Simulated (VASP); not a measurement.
A run of VASP 6.6.1 is set up as follows.

INCAR

```
SYSTEM = Sr
ALGO = Normal ; EDIFF = 1E-6
ENCUT = 450 ; ISIF = 2
ISMEAR = 1 ; KPAR = 4
LASPH = .TRUE. ; LCHARG = .FALSE.
LMIXTAU = .TRUE. ; LREAL = .FALSE.
LWAVE = .FALSE. ; METAGGA = R2SCAN
NBANDS = 11 ; NELM = 120
PREC = Accurate ; SIGMA = 0.1
```

KPOINTS

```
k-points
0
G
  12 12 12
  0 0 0
```

The input POSCAR:

```
Sr                                      
1.0
    0.0000000000      3.0108223025      3.0108223025
    3.0108223025     -0.0000000000      3.0108223025
    3.0108223025      3.0108223025     -0.0000000000
  Sr            
     1
Direct
     0.0000000000000000    0.0000000000000000    0.0000000000000000
```

Potentials or basis: VASP PAW PBE potentials, release 64 (Sr_sv).

Run with:

```sh
$ cat potpaw_PBE.64/Sr_sv/POTCAR > POTCAR
$ mpirun -np 4 vasp_std > vasp.out
```

(1) Predict the pressure.

(2) Predict the band gap on the k mesh.

Answers

(1) 0.4 GPa.

(2) none (metal or under the smearing width).

Caveat: the PAW data sets were made with another functional, which shifts forces and pressure a little.
